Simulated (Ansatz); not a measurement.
# The 3-layer graphene (ABC) between two gates, part 2 of 3

Aim: charge, voltage and capacitance of the 3-layer graphene (ABC) in a field-effect set-up.

Ansatz 0.2.0; plane-wave DFT, PBE-D3(BJ), Ansatz PAW.

So far. Step 2 (Relaxation): The lattice constant a goes from 2.467 to 2.465 Å.

## (3) Gated layer, added electrons 0, start network

The slab is cut off from its images along the normal. A charged sheet stands for each gate, the layer takes the opposite charge, and a barrier ahead of the sheet keeps electrons from leaking to it. The uncharged case sets the zero; a dense mesh is needed because few carriers fill a small part of the zone.

The cell differs from the one that the last finished run ended in (c 44.400 → 43.480 Å).

input.yaml

```yaml
crystal:
  lattice:
    - [2.4652920238, 0.0, 0.0]
    - [-1.2326460119, 2.1350055204, 0.0]
    - [0.0, 0.0, 43.4802139173]
  atoms:
    - { symbol: C, position: [0.6666666667, 0.3333333333, 0.4220431075] }
    - { symbol: C, position: [0.3333333333, 0.6666666667, 0.4220310423] }
    - { symbol: C, position: [0.0, 0.0, 0.5000121983] }
    - { symbol: C, position: [0.6666666667, 0.3333333333, 0.4999878017] }
    - { symbol: C, position: [0.3333333333, 0.6666666667, 0.5779689577] }
    - { symbol: C, position: [0.0, 0.0, 0.5779568925] }
  periodic: [true, true, false]
  symmetry: { detect: true }
kpoints:
  mp_grid: { grid: [114, 114, 1] }
  band_path:
    path: [[0, 0, 0], [0.5, 0, 0], [0.33333333, 0.33333333, 0], [0, 0, 0]]
    npoints: 16
hamiltonian:
  xc: pbe
  dispersion: d3bj
scf:
  occupations: { method: fermi_dirac, width: 0.02585 }
  convergence: { dr2_threshold: 1.0e-10 }
output:
  forces: true
  eigenvalues: true
  dos: { projected: true, e_range: [-3, 3], de: 0.01 }
  write_potential: true
  write_density: true
  volumetric_format: npy
  elf: true
external_charges:
  - { charge: 0, barrier: 10, axis: 3, height: 28.13, sigma: 0.25 }
  - { charge: 0, barrier: 10, axis: 3, height: 15.35, sigma: 0.25 }
```

The run is started by

```bash
> ansatz run input.yaml --threads 4 --pin off --max-ram 12288MiB --backend cpu --events-out ev --progress --plain --runs-dir out
```

Numbers of over 12 decimals in the logs are rounded to 6 here.

Output:

```text
[...]
Crystal: 6 atoms, lattice volume = 228.854 Å³
Basis set: ecut = 420 eV, 4315 PW (Γ), exchange–correlation on 36×36×600 points (8 copies of the dense FFT grid, shifted against one another)
Bands: 18, of which v1, the nominal top of the filled ones, is band 12 counted from 1 (11 counted from 0)
Symmetry: 6 space group operations
k-points: 1141 of 12996 (time reversal used)
[...]
SCF iter   1: F=—  HF=-1506.385957 eV  |F-HF|=—  |Δ(HF+E_count)|=         —  Δρ=1.58e-3  dr2=6.64e-3  ethr=1.77e-3  ⟨swp⟩=15.9  Hψ=220091  notcnv=0
[...]
SCF iter   9: F=-1506.385016 eV  HF=-1506.385016 eV  |F-HF|=1.48e-11  |Δ(HF+E_count)|=  5.39e-11  Δρ=6.65e-8  dr2=7.21e-12  ethr=1.00e-12  ⟨swp⟩=22.1  Hψ=189036  notcnv=0
SCF 1 converged in 9 iterations: F = -1506.385016 eV  dr2 = 7.21e-12
[...]
NSCF: frozen V_eff on 49 k-points
[...]
SCF converged after 9 iterations
Free energy (F): -1506.385016 eV
[...]
Internal energy: -1506.384924 eV  (E = F + TS)
E sigma→0 (E₀):  -1506.384970 eV
Entropy (-TS):   -0.000093 eV (-0.015 meV/atom)
Fermi energy:    -4.235310 eV
[...]
--- Forces (eV/Å), atoms and charges each counted from 1 ---
  atom   1  C      0.00000000     0.00000000     0.00135147
  atom   2  C      0.00000000    -0.00000000     0.00580188
  atom   3  C      0.00000000     0.00000000    -0.00435462
  atom   4  C      0.00000000    -0.00000000     0.00435448
  atom   5  C      0.00000000     0.00000000    -0.00580469
  atom   6  C      0.00000000    -0.00000000    -0.00135429
  external charge   1     0.00000000     0.00000000     0.00907178
  external charge   2     0.00000000     0.00000000    -0.00906495
  max |Σ_I F_I| component, the external charges' with the atoms': 1.05e-6 eV/Å
--- Band table (eV; the first three rows and the last of 1141) ---
  k-point 0: bands = [... 8 lower, -7.2683, -7.2683, -7.2656, -7.2656, 0.0378, 0.7515, 2.3749, 4.0868, ... 2 higher]
  k-point 1: bands = [... 8 lower, -7.2759, -7.2731, -7.2723, -7.2696, 0.0401, 0.7538, 2.3770, 4.0880, ... 2 higher]
  k-point 2: bands = [... 8 lower, -7.2959, -7.2958, -7.2844, -7.2815, 0.0470, 0.7608, 2.3836, 4.0909, ... 2 higher]
  k-point 1140: bands = [... 8 lower, -14.7974, -4.5615, -4.5615, -4.2472, -4.2322, -3.9282, -3.9282, 6.2908, ... 2 higher]
```

Elapsed: 2.7 min, on 4 threads of Arm Neoverse V2, shared host; peak memory 3.8 GiB.

Reading the cycles: dr2 is the Hartree energy of the density residual (eV), the measure of convergence; HF is the Harris–Foulkes estimate of the energy, which meets the free energy F at convergence.

This step gave:

- potential beyond the upper barrier and gate, less the barrier, from the Fermi level: 4.235 eV

Running mean over a fixed 2.8 Å (it still follows the layers) of the planar mean; beyond a gate it holds the 10 eV model barrier. Electron's electrostatic potential energy less the Fermi level against z:

```tsv
z (Å)	electron's electrostatic potential energy less the Fermi level (eV)
4	14.2
6	14.2
8	14.2
10	14.2
12	14.2
14	13.8
16	6.61
18	-7.55
20	-1.06
22	-7.63
24	-4.86
26	-6.37
28	8.72
30	14.2
32	14.2
34	14.2
36	14.2
38	14.2
```

The density of states has structure finer than the step of the table below, so its rows give means over 0.2 eV, whole bins alone (the curve runs from -3 to 1.99 eV). Peaks (eV: height): -2.40: 1.75, -2.14: 1.61, 1.47: 1.73, 1.75: 2.09.

Density of states against energy, zero at the Fermi level; means over each step:

energy (eV), density of states (states/eV a cell) and a bar:
```
     -2.8       1.17 #######################
     -2.6       1.35 ###########################
     -2.4       1.41 ############################
     -2.2       1.36 ###########################
     -2.0       1.05 #####################
     -1.8       0.81 ################
     -1.6       0.66 #############
     -1.4       0.55 ##########
     -1.2       0.45 ########
     -1.0       0.36 #######
     -0.8       0.28 #####
     -0.6       0.21 ###
     -0.4       0.14 ##
     -0.2       0.06 
      0.0       0.04 
      0.2       0.05 
      0.4       0.14 ##
      0.6       0.22 ####
      0.8       0.31 #####
      1.0       0.42 ########
      1.2       0.59 ###########
      1.4       1.10 ######################
      1.6       1.26 #########################
      1.8       1.51 ##############################
```

Projected DOS per atom over height of the atomic layer and energy from the Fermi level. Layers: C2 C2 C2 from below.

Values in states/eV, 22 rows by 3 columns, each cell a mean:
```
0.242 0.227 0.242
0.227 0.198 0.227
0.179 0.214 0.179
0.096 0.101 0.096
0.066 0.068 0.066
0.046 0.047 0.046
0.030 0.031 0.030
0.014 0.015 0.014
0.007 0.005 0.007
0.009 0.009 0.009
0.023 0.023 0.023
0.036 0.036 0.036
0.050 0.050 0.050
0.065 0.065 0.065
0.082 0.083 0.082
0.103 0.104 0.103
0.128 0.131 0.128
0.169 0.176 0.169
0.224 0.229 0.224
0.245 0.203 0.245
0.213 0.228 0.213
0.185 0.188 0.185
```
Columns: height of the atomic layer (Å) from 18.4 to 25.1; rows upwards: energy from the Fermi level (eV) from -2.98 to 1.97.

The electronic bands at the labelled points (eV, zero at the Fermi level):

```tsv
point	band 9	band 10	band 11	band 12	band 13	band 14	band 15	band 16
Γ	-3.03	-3.03	-3.03	-3.03	4.27	4.99	6.61	8.32
halfway	-5.26	-5.07	-5.05	-5.04	6.14	6.78	7.07	7.23
M	-6.41	-2.63	-2.40	-2.15	1.46	1.75	1.94	7.25
halfway	-8.21	-2.03	-1.80	-1.55	1.34	1.51	1.58	9.73
K	-10.56	-0.33	-0.33	-0.01	0.00	0.31	0.31	10.53
halfway	-6.41	-5.91	-5.34	-4.72	6.20	6.37	6.52	6.77
Γ	-3.03	-3.03	-3.03	-3.03	4.27	4.99	6.61	8.32
```

Electrostatic potential energy in the ca plane at fractional y = 0.000, with atoms of C within 0.2 Å of it. With pseudopotentials it is smooth inside the atoms' cores, unlike the true potential.

Ten even steps from '0' (-54 eV) to '9' (10 eV), each cell a mean:
```
99998888888777888886101688886200578888899999
99998888887777888887435788887534788888899999
99998888887667788887666788887766788888899999
99998888887556788887666788887766788888899999
99998888887656788887666788887766788888899999
99998888887767788887546788887645788888899999
99998888887777888886202688887301678888899999
99998888888777888875000678886100578888899999
```
Columns run along c (16.0 Å, from fractional 0.32 to 0.69 of the cell; values clipped at the 3rd and 97th percentile), rows up along a (2.5 Å). Atoms in or near the plane, at fractional coordinates: C at (0.50, 0.00), C at (0.58, 0.00).

Valence density in the ca plane at fractional y = 0.000, with atoms of C within 0.2 Å of it. It is the smooth field of the valence electrons, not physical close to the nuclei.

Ten even steps from '0' (0.0 e/Å³) to '9' (1.8 e/Å³), each cell a mean:
```
00000000000110000003797300002698310000000000
00000000001221000002685200002586200000000000
00000000002563100001454100001354200000000000
00000000013895100001343100001343100000000000
00000000013684100001353100001354100000000000
00000000001332100002575200001475200000000000
00000000000111000003796200002697310000000000
00000000000000000003797300002698410000000000
```
Columns run along c (16.0 Å, from fractional 0.32 to 0.69 of the cell), rows up along a (2.5 Å). Atoms in or near the plane, at fractional coordinates: C at (0.50, 0.00), C at (0.58, 0.00).

ELF in the ca plane at fractional y = 0.000, with atoms of C within 0.2 Å of it. It is the smooth field of the valence electrons, not physical close to the nuclei.

Values, 5 rows by 16 columns, each cell a mean:
```
0.00 0.00 0.01 0.08 0.18 0.06 0.26 0.55 0.57 0.12 0.57 0.56 0.32 0.01 0.00 0.00
0.00 0.00 0.04 0.41 0.73 0.31 0.17 0.69 0.53 0.07 0.56 0.69 0.21 0.01 0.00 0.00
0.00 0.00 0.06 0.56 0.89 0.43 0.14 0.56 0.43 0.06 0.44 0.55 0.16 0.01 0.00 0.00
0.00 0.00 0.02 0.27 0.52 0.20 0.21 0.72 0.59 0.09 0.61 0.72 0.25 0.01 0.00 0.00
0.00 0.00 0.00 0.03 0.07 0.03 0.28 0.39 0.51 0.13 0.51 0.40 0.34 0.02 0.00 0.00
```
Columns run along c (16.0 Å, from fractional 0.32 to 0.69 of the cell), rows up along a (2.5 Å). Atoms in or near the plane, at fractional coordinates: C at (0.50, 0.00), C at (0.58, 0.00).

There is no gap.

## (4) Gated layer, added electrons -1×10¹³ per cm², start atoms

input.yaml, the sections that differ from step 3:

```yaml
total_charge: 0.005264
kpoints:
  mp_grid: { grid: [114, 114, 1] }
output:
  forces: true
  eigenvalues: true
  write_potential: true
  write_density: true
  volumetric_format: npy
external_charges:
  - { charge: 0, barrier: 10, axis: 3, height: 28.13, sigma: 0.25 }
  - { charge: -0.002632, axis: 3, height: 29.63, sigma: 0.42 }
  - { charge: 0, barrier: 10, axis: 3, height: 15.35, sigma: 0.25 }
  - { charge: -0.002632, axis: 3, height: 13.85, sigma: 0.42 }
# crystal, hamiltonian, scf: as in step 3
```

Output:

```text
[...]
Crystal: 6 atoms, lattice volume = 228.854 Å³
Basis set: ecut = 420 eV, 4315 PW (Γ), exchange–correlation on 36×36×600 points (8 copies of the dense FFT grid, shifted against one another)
Bands: 18, of which v1, the nominal top of the filled ones, is band 12 counted from 1 (11 counted from 0)
Symmetry: 6 space group operations
k-points: 1141 of 12996 (time reversal used)
[...]
SCF iter   1: F=—  HF=-1509.524548 eV  |F-HF|=—  |Δ(HF+E_count)|=         —  Δρ=6.25e-2  dr2=7.91e0  ethr=3.10e-3  ⟨swp⟩=19.7  Hψ=245464  notcnv=0
[...]
SCF iter  11: F=-1506.361630 eV  HF=-1506.361630 eV  |F-HF|=2.14e-11  |Δ(HF+E_count)|=  1.59e-11  Δρ=7.53e-8  dr2=4.24e-11  ethr=1.00e-12  ⟨swp⟩=29.4  Hψ=241694  notcnv=0
SCF 1 converged in 11 iterations: F = -1506.361630 eV  dr2 = 4.24e-11
[...]
SCF converged after 11 iterations
Free energy (F): -1506.361630 eV
[...]
Internal energy: -1506.361530 eV  (E = F + TS)
E sigma→0 (E₀):  -1506.361580 eV
Entropy (-TS):   -0.000100 eV (-0.017 meV/atom)
Fermi energy:    -4.671992 eV
[...]
--- Forces (eV/Å), atoms and charges each counted from 1 ---
  atom   1  C      0.00000000     0.00000000     0.00124120
  atom   2  C      0.00000000    -0.00000000     0.00560953
  atom   3  C      0.00000000     0.00000000    -0.00359539
  atom   4  C      0.00000000    -0.00000000     0.00360465
  atom   5  C      0.00000000     0.00000000    -0.00560725
  atom   6  C      0.00000000    -0.00000000    -0.00123912
  external charge   1     0.00000000     0.00000000     0.00880911
  external charge   2     0.00000000     0.00000000    -0.00011929
  external charge   3     0.00000000     0.00000000    -0.00880240
  external charge   4     0.00000000     0.00000000     0.00011929
  max |Σ_I F_I| component, the external charges' with the atoms': 2.03e-5 eV/Å
--- Band table (eV; the first three rows and the last of 1141) ---
  k-point 0: bands = [... 8 lower, -7.5823, -7.5823, -7.5813, -7.5813, -0.2421, 0.5112, 2.1118, 3.7577, ... 2 higher]
  k-point 1: bands = [... 8 lower, -7.5899, -7.5888, -7.5863, -7.5853, -0.2398, 0.5135, 2.1140, 3.7589, ... 2 higher]
  k-point 2: bands = [... 8 lower, -7.6127, -7.6116, -7.5984, -7.5973, -0.2329, 0.5205, 2.1205, 3.7620, ... 2 higher]
  k-point 1140: bands = [... 8 lower, -15.1106, -4.8837, -4.8837, -4.5584, -4.5433, -4.2485, -4.2484, 5.9644, ... 2 higher]
```

Elapsed: 3.1 min, on 4 threads; peak memory 3.8 GiB.

This step gave:

- energy at zero smearing: -1506.3616 eV
- potential beyond the upper barrier and gate, less the barrier, from the Fermi level: 4.672 eV

Against the uncharged case this takes -0.44 V.

## (5) Gated layer, added electrons -2×10¹³ per cm², start atoms

input.yaml: that of step 4 with these lines changed.

```diff
@@ -14,3 +14,3 @@
   symmetry: { detect: true }
-total_charge: 0.005264
+total_charge: 0.010526
 kpoints:
@@ -31,4 +31,4 @@
   - { charge: 0, barrier: 10, axis: 3, height: 28.13, sigma: 0.25 }
-  - { charge: -0.002632, axis: 3, height: 29.63, sigma: 0.42 }
+  - { charge: -0.005263, axis: 3, height: 29.63, sigma: 0.42 }
   - { charge: 0, barrier: 10, axis: 3, height: 15.35, sigma: 0.25 }
-  - { charge: -0.002632, axis: 3, height: 13.85, sigma: 0.42 }
+  - { charge: -0.005263, axis: 3, height: 13.85, sigma: 0.42 }
```

Output:

```text
[...]
Crystal: 6 atoms, lattice volume = 228.854 Å³
Basis set: ecut = 420 eV, 4315 PW (Γ), exchange–correlation on 36×36×600 points (8 copies of the dense FFT grid, shifted against one another)
Bands: 18, of which v1, the nominal top of the filled ones, is band 12 counted from 1 (11 counted from 0)
Symmetry: 6 space group operations
k-points: 1141 of 12996 (time reversal used)
[...]
--- Band table (eV; the first three rows and the last of 1141) ---
  k-point 0: bands = [... 8 lower, -7.8966, -7.8966, -7.8961, -7.8961, -0.5266, 0.2689, 1.8483, 3.4185, ... 2 higher]
  k-point 1: bands = [... 8 lower, -7.9042, -7.9036, -7.9006, -7.9001, -0.5243, 0.2712, 1.8505, 3.4198, ... 2 higher]
  k-point 2: bands = [... 8 lower, -7.9270, -7.9264, -7.9127, -7.9121, -0.5174, 0.2782, 1.8570, 3.4230, ... 2 higher]
  k-point 1140: bands = [... 8 lower, -15.4242, -5.2108, -5.2108, -4.8698, -4.8546, -4.5720, -4.5720, 5.6325, ... 2 higher]
[key lines of the parts left out:]
SCF converged after 11 iterations
Free energy (F): -1506.336092 eV
Fermi energy:    -5.093852 eV
```

Wall time 3.1 min (4 threads); peak memory 3.8 GiB; 12 min of CPU time.

Against the uncharged case this takes -0.86 V.

## (6) Gated layer, added electrons -4×10¹³ per cm², start atoms

input.yaml: that of step 5 with these lines changed.

```diff
@@ -14,3 +14,3 @@
   symmetry: { detect: true }
-total_charge: 0.010526
+total_charge: 0.021054
 kpoints:
@@ -31,4 +31,4 @@
   - { charge: 0, barrier: 10, axis: 3, height: 28.13, sigma: 0.25 }
-  - { charge: -0.005263, axis: 3, height: 29.63, sigma: 0.42 }
+  - { charge: -0.010527, axis: 3, height: 29.63, sigma: 0.42 }
   - { charge: 0, barrier: 10, axis: 3, height: 15.35, sigma: 0.25 }
-  - { charge: -0.005263, axis: 3, height: 13.85, sigma: 0.42 }
+  - { charge: -0.010527, axis: 3, height: 13.85, sigma: 0.42 }
```

Output:

```text
[...]
Crystal: 6 atoms, lattice volume = 228.854 Å³
Basis set: ecut = 420 eV, 4315 PW (Γ), exchange–correlation on 36×36×600 points (8 copies of the dense FFT grid, shifted against one another)
Bands: 18, of which v1, the nominal top of the filled ones, is band 12 counted from 1 (11 counted from 0)
Symmetry: 6 space group operations
k-points: 1141 of 12996 (time reversal used)
[...]
--- Band table (eV; the first three rows and the last of 1141) ---
  k-point 0: bands = [... 8 lower, -8.5266, -8.5266, -8.5263, -8.5263, -1.1026, -0.2204, 1.3263, 2.7392, ... 2 higher]
  k-point 1: bands = [... 8 lower, -8.5342, -8.5339, -8.5307, -8.5304, -1.1003, -0.2181, 1.3284, 2.7406, ... 2 higher]
  k-point 2: bands = [... 8 lower, -8.5570, -8.5567, -8.5427, -8.5424, -1.0935, -0.2112, 1.3350, 2.7439, ... 2 higher]
  k-point 1140: bands = [... 8 lower, -16.0527, -5.8664, -5.8664, -5.4931, -5.4778, -5.2174, -5.2174, 4.9697, ... 2 higher]
[key lines of the parts left out:]
SCF converged after 10 iterations
Free energy (F): -1506.279081 eV
Fermi energy:    -5.849212 eV
```

Elapsed: 3.1 min, on 4 threads; peak memory 3.8 GiB; 12 min of CPU time.

Against the uncharged case this takes -1.61 V.

## (7) Gated layer, added electrons -7×10¹³ per cm², start atoms

input.yaml: that of step 6 with these lines changed.

```diff
@@ -14,3 +14,3 @@
   symmetry: { detect: true }
-total_charge: 0.021054
+total_charge: 0.036844
 kpoints:
@@ -31,4 +31,4 @@
   - { charge: 0, barrier: 10, axis: 3, height: 28.13, sigma: 0.25 }
-  - { charge: -0.010527, axis: 3, height: 29.63, sigma: 0.42 }
+  - { charge: -0.018422, axis: 3, height: 29.63, sigma: 0.42 }
   - { charge: 0, barrier: 10, axis: 3, height: 15.35, sigma: 0.25 }
-  - { charge: -0.010527, axis: 3, height: 13.85, sigma: 0.42 }
+  - { charge: -0.018422, axis: 3, height: 13.85, sigma: 0.42 }
```

Output:

```text
[...]
Crystal: 6 atoms, lattice volume = 228.854 Å³
Basis set: ecut = 420 eV, 4315 PW (Γ), exchange–correlation on 36×36×600 points (8 copies of the dense FFT grid, shifted against one another)
Bands: 18, of which v1, the nominal top of the filled ones, is band 12 counted from 1 (11 counted from 0)
Symmetry: 6 space group operations
k-points: 1141 of 12996 (time reversal used)
[...]
--- Band table (eV; the first three rows and the last of 1141) ---
  k-point 0: bands = [... 8 lower, -9.4743, -9.4743, -9.4741, -9.4741, -1.9791, -0.9651, 0.5557, 1.7331, ... 2 higher]
  k-point 1: bands = [... 8 lower, -9.4819, -9.4817, -9.4783, -9.4781, -1.9768, -0.9628, 0.5579, 1.7344, ... 2 higher]
  k-point 2: bands = [... 8 lower, -9.5047, -9.5045, -9.4904, -9.4902, -1.9700, -0.9559, 0.5644, 1.7379, ... 2 higher]
  k-point 1140: bands = [... 8 lower, -16.9980, -6.8457, -6.8457, -6.4298, -6.4143, -6.1782, -6.1782, 3.9842, ... 2 higher]
[key lines of the parts left out:]
SCF converged after 10 iterations
Free energy (F): -1506.180131 eV
Fermi energy:    -6.915346 eV
```

Wall time 3 min (4 threads); peak memory 3.8 GiB.

Against the uncharged case this takes -2.68 V.

## (8) Gated layer, added electrons -11×10¹³ per cm², start atoms

input.yaml: that of step 7 with these lines changed.

```diff
@@ -14,3 +14,3 @@
   symmetry: { detect: true }
-total_charge: 0.036844
+total_charge: 0.057898
 kpoints:
@@ -31,4 +31,4 @@
   - { charge: 0, barrier: 10, axis: 3, height: 28.13, sigma: 0.25 }
-  - { charge: -0.018422, axis: 3, height: 29.63, sigma: 0.42 }
+  - { charge: -0.028949, axis: 3, height: 29.63, sigma: 0.42 }
   - { charge: 0, barrier: 10, axis: 3, height: 15.35, sigma: 0.25 }
-  - { charge: -0.018422, axis: 3, height: 13.85, sigma: 0.42 }
+  - { charge: -0.028949, axis: 3, height: 13.85, sigma: 0.42 }
```

Output:

```text
[...]
Crystal: 6 atoms, lattice volume = 228.854 Å³
Basis set: ecut = 420 eV, 4315 PW (Γ), exchange–correlation on 36×36×600 points (8 copies of the dense FFT grid, shifted against one another)
Bands: 18, of which v1, the nominal top of the filled ones, is band 12 counted from 1 (11 counted from 0)
Symmetry: 6 space group operations
k-points: 1141 of 12996 (time reversal used)
[...]
--- Band table (eV; the first three rows and the last of 1141) ---
  k-point 0: bands = [... 8 lower, -10.7428, -10.7428, -10.7427, -10.7427, -3.1715, -1.9799, -0.4574, 0.3989, ... 2 higher]
  k-point 1: bands = [... 8 lower, -10.7504, -10.7503, -10.7468, -10.7467, -3.1693, -1.9776, -0.4553, 0.4003, ... 2 higher]
  k-point 2: bands = [... 8 lower, -10.7732, -10.7731, -10.7589, -10.7588, -3.1626, -1.9708, -0.4489, 0.4039, ... 2 higher]
  k-point 1140: bands = [... 8 lower, -18.2632, -8.1523, -8.1523, -7.6832, -7.6673, -7.4555, -7.4555, 2.6735, ... 2 higher]
[key lines of the parts left out:]
SCF converged after 9 iterations
Free energy (F): -1506.023904 eV
Fermi energy:    -8.306806 eV
```

It took 3 min on 4 threads; peak memory 3.8 GiB; 12 min of CPU time.

Running mean over a fixed 2.8 Å (it still follows the layers) of the planar mean; beyond a gate it holds the 10 eV model barrier. Electron's electrostatic potential energy less the Fermi level against z:

```tsv
z (Å)	electron's electrostatic potential energy less the Fermi level (eV)
4	18.3
5	18.3
6	18.3
7	18.3
8	18.3
9	18.3
10	18.3
11	18.3
12	18.3
13	18.2
14	17.4
15	13.4
16	8.57
17	-0.830
18	-6.82
19	-6.67
20	-0.587
21	-6.61
22	-7.24
23	-3.27
24	-4.34
25	-7.04
26	-5.45
27	5.30
28	11.2
29	15.7
30	18.1
31	18.3
32	18.3
33	18.3
34	18.3
35	18.3
36	18.3
37	18.3
38	18.3
39	18.3
```

Against the uncharged case this takes -4.07 V.

[end of part 2 of 3]

[Logs are printed without paths, hosts, clocks, repeated set-up lines and the standing remarks that a program may print on its own settings, such as how far it seeks lower states.]

[Hosts, paths, dates, database ids (printed as entryN), source tags and the programs' standing remarks are cut or masked in the printed files.]

[Maps of the electrostatic potential energy from Ansatz leave out the sawtooth potential of an applied field or a dipole correction, so their vacuum need not be flat; planar profiles and work functions include it.]

[The density of states shown here was stored with 400 of the rows of the run's finer table, so its peaks can read low, often by over a quarter, or be missed, and its means over a window can be off by a tenth or more.]
